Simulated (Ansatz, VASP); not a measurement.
**Two plane-wave programs on BN**

The input INCAR:

```
ALGO = Normal ; EDIFF = 1E-6
ENCUT = 520 ; GGA = PE
ISIF = 2 ; ISMEAR = 0
IVDW = 12 ; LASPH = True
LCHARG = False ; LREAL = False
LWAVE = False ; NBANDS = 11
NELM = 100 ; PREC = Accurate
SIGMA = 0.05
```

KPOINTS

```
k-points
0
Gamma
  12 12 12
```

POSCAR

```
BN
1.0
    1.1510320406      0.6645486584      3.6427691556
   -1.1510320406      0.6645486584      3.6427691556
    0.0000000000     -1.3290973169      3.6427691556
B N
1 1
Direct
    0.9996712000      0.9996712000      0.9996712000
    0.3327618000      0.3327618000      0.3327618000
```

Input for Ansatz:

```yaml
crystal:
  lattice:
    - [1.1510320406, 0.6645486584, 3.6427691556]
    - [-1.1510320406, 0.6645486584, 3.6427691556]
    - [0.0, -1.3290973169, 3.6427691556]
  atoms:
    - { symbol: B, position: [0.9996712, 0.9996712, 0.9996712] }
    - { symbol: "N", position: [0.3327618, 0.3327618, 0.3327618] }
basis:
  ecutwfc: 420
kpoints:
  mp_grid: { grid: [12, 12, 12] }
hamiltonian:
  xc: pbe
  dispersion: d3bj
scf:
  occupations: { method: gaussian, width: 0.05 }
output:
  forces: true
  stress: true
  eigenvalues: true
```

Change from the starting cell: strain -0.080 along x and y, +0.080 along z, atoms carried along.

Alike in both runs: task single point; functional PBE; dispersion D3(BJ); k mesh 12 × 12 × 12; occupations gaussian, width 0.05 eV; no spin polarisation.

```csv
,VASP,Ansatz
version,VASP 6.6.1,Ansatz 0.2.0
potentials or method,"VASP PAW PBE potentials, release 64 (B, N)","scalar-relativistic, plane waves, PAW"
plane-wave cutoff (eV),520,420
valence electrons in the cell,8,8
```

|  | VASP | Ansatz | Ansatz less VASP |
| --- | --- | --- | --- |
| gap on the k mesh at the Fermi level (eV) | 4.47 | 4.48 | +0.013 |
| least direct gap on the mesh (eV) | 5.31 | 5.32 | +0.006 |
| pressure (GPa) | 79.9 | 79.8 | -0.11 |
| largest component of the traceless stress (GPa) | 82.51 | 82.15 | -0.364 |
| rms of the force components (eV/Å) | 0.011 | 0.011 | -0.0003 |

Atom by atom the forces differ by 0.000 eV/Å (rms over components).

Caveats: the cell as given lies far from equilibrium; so large a pressure means that the cell lies far from this level's equilibrium, or that cutoff or potentials fall short (VASP). A k mesh can miss the band edges.
